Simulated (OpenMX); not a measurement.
**Cr: single point with PBE**

The system is Cr.

```
Cr
1.0
    -1.42507    1.42507    1.48445
     1.42507   -1.42507    1.48445
     1.42507    1.42507   -1.48445
Cr
1
Cartesian
  0.0000 0.0000 0.0000
```

* Program: OpenMX 3.8.5
* Task: single point
* Functional: PBE
* Potentials or basis: OpenMX 2013 PBE set, Cr6.0-s3p2d2, grid cutoff 400 Ry
* k mesh: 9 × 9 × 9
* Occupations: fermi-dirac, width 0.05 eV
* Spin: collinear spin, ferromagnetic start
* Starting moments: [3.0] μB
* Mixing scheme: rmm-diisk
* SCF threshold: 1e-08 Ha
* Solver: band
* Max SCF cycles: 160

```yaml
Pressure: -8.9 GPa
Band_gap_on_the_k_mesh: none (metal or under the smearing width)
Net_moment: 0.00 μB per cell
```

Levels at points of the mesh, in eV from the Fermi level:
Spin up:
```csv
k point,band 5,band 6,band 7,band 8,band 9,band 10
"(0.00, 0.00, 0.00)",-7.74,-1.01,-0.99,-0.69,0.82,1.13
```
Spin down:
| k point | band 4 | band 5 | band 6 | band 7 | band 8 | band 9 | band 10 | band 11 |
| --- | --- | --- | --- | --- | --- | --- | --- | --- |
| (0.00, 0.00, 0.00) | -42.79 | -7.74 | -1.01 | -0.99 | -0.69 | 0.82 | 1.13 | 43.68 |

Run time: 72 s on 1 thread of Arm Neoverse V1, on a shared host, peak memory 0.35 GiB.

Caveat: the starting moments collapsed, and a magnetic state may lie lower; the basis of atomic orbitals isn't converged, which shifts pressures, moduli and gaps.
